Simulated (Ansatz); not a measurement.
Suppose GaP takes space group Pm-3m (No. 221), with Ga on 1b; P on 1a.

Level of theory: DFT PBE, scalar-relativistic, plane waves, PAW in Ansatz. Cutoff 420 eV, Γ-centred mesh, Gaussian smearing, no spin polarisation.

Energies over the elements count from the elements' standard structures at the same level, with no fitted energy shifts. The references include black phosphorus.

**Question.** Which cell and coordinates does it relax to?

**Answer.**

Space group Pm-3m (No. 221). a = 3.216 Å, b = 3.216 Å, c = 3.216 Å, α = 90.00°, β = 90.00°, γ = 90.00°
| atom | site | symmetry | x | y | z |
| --- | --- | --- | --- | --- | --- |
| Ga | 1b | m-3m | 0.5000 | 0.5000 | 0.5000 |
| P | 1a | m-3m | 0.0000 | 0.0000 | 0.0000 |

It has the caesium chloride type. Around Ga lie 8 P at 2.78 Å and 6 Ga at 3.22 Å; P has 8 Ga at 2.78 Å and 6 P at 3.22 Å.

**Question.** Where does its energy lie, and is it a metal?

**Answer.** The formation energy is +0.32 eV/atom and the gap on the 18×18×18 mesh of the 2-atom cell is 0 eV (a metal). It can't be a ground state, since the elements alone are lower.

The last run used Gaussian smearing of 0.10 eV. The reference form of P is held partly by dispersion forces, which this level lacks. A structure relaxed within its symmetry needn't be a true minimum. Another cell of GaP relaxed alike, in F-43m (a cell as deposited in COD), lies 0.75 eV/atom lower, so this cell isn't the stable form at this level.
